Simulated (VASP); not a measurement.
## A VASP 6.6.1 single-point calculation on HgSe

INCAR

```
LWAVE = .FALSE.
NSW = 0
GGA = PE
IBRION = -1
LDAUL = 2 -1
ISIF = 2
LCHARG = .FALSE.
LDAUJ = 0 0
EDIFF = 1E-7
LMAXMIX = 4
ISMEAR = -1
LREAL = .FALSE.
LDAU = .TRUE.
ENCUT = 520
LDAUTYPE = 2
NELM = 120
LDAUU = 6.0 0
NBANDS = 16
LASPH = .TRUE.
PREC = Accurate
SIGMA = 0.02
```

KPOINTS

```
KPOINTS created by Atomic Simulation Environment
0
Gamma
8 8 8
0 0 0
```

POSCAR

```
Hg Se
 1.0000000000000000
     0.0000000000000000    3.1854450500999998    3.1854450500999998
     3.1854450500999998    0.0000000000000000    3.1854450500999998
     3.1854450500999998    3.1854450500999998    0.0000000000000000
 Hg  Se
   1   1
Cartesian
  0.0000000000000000  0.0000000000000000  0.0000000000000000
  1.5927225250499999  1.5927225250499999  1.5927225250499999
```

The recommended PBE PAW datasets give the neutral cell 18 valence electrons.

Command

```
mpirun -np 1 vasp_std
```

Question: How does this run end, and what does it give?

Answer: It converged. Results: gap between bands v and c on the k mesh 0.00 eV; least direct gap on the k mesh 0.00 eV; pressure -2.4 GPa. Band v is the last that the valence electrons fill when counted band by band, and c is the next.

OSZICAR

```
N       E                     dE             d eps       ncg     rms          rms(c)
DAV:   1     0.112213159613E+03    0.11221E+03   -0.85765E+03   936   0.985E+02
DAV:   2     0.130645945139E+01   -0.11091E+03   -0.10619E+03  1112   0.228E+02
DAV:   3    -0.321065627939E+01   -0.45171E+01   -0.45094E+01  1104   0.501E+01
DAV:   4    -0.323126684870E+01   -0.20611E-01   -0.20610E-01  1192   0.365E+00
DAV:   5    -0.323137925240E+01   -0.11240E-03   -0.11240E-03  1136   0.228E-01    0.936E+00
DAV:   6    -0.300610763623E+01    0.22527E+00   -0.52017E-01  1184   0.779E+00    0.609E+00
DAV:   7    -0.303174226582E+01   -0.25635E-01   -0.13130E-01   976   0.252E+00    0.239E+00
DAV:   8    -0.303881217394E+01   -0.70699E-02   -0.22924E-02  1088   0.162E+00    0.350E-01
DAV:   9    -0.303913866379E+01   -0.32649E-03   -0.18306E-03  1040   0.470E-01    0.959E-02
DAV:  10    -0.303915114311E+01   -0.12479E-04   -0.14810E-04  1224   0.129E-01    0.487E-02
DAV:  11    -0.303917888515E+01   -0.27742E-04   -0.69762E-05  1088   0.746E-02    0.163E-02
DAV:  12    -0.303917918199E+01   -0.29685E-06   -0.29234E-06  1168   0.115E-02    0.765E-03
DAV:  13    -0.303917978409E+01   -0.60210E-06   -0.94574E-07  1096   0.587E-03    0.358E-03
DAV:  14    -0.303918011523E+01   -0.33114E-06   -0.43732E-07  1160   0.486E-03    0.195E-03
DAV:  15    -0.303918015071E+01   -0.35485E-07   -0.11808E-08   896   0.669E-04
   1 F= -.30391802E+01 E0= -.30390929E+01  d E =-.174537E-03
```

Standard output (part)

```
POSCAR found type information on POSCAR HgSe
 POSCAR found :  2 types and       2 ions
 LDA part: xc-table for (Slater+PW92), standard interpolation
 POSCAR, INCAR and KPOINTS ok, starting setup
 WAVECAR not read
 entering main loop
```

For comparison, a separate PBE run of the intended cell, on usual settings and not on those above, gives a gap of 0.00 eV on its mesh and a pressure of -1.8 GPa.
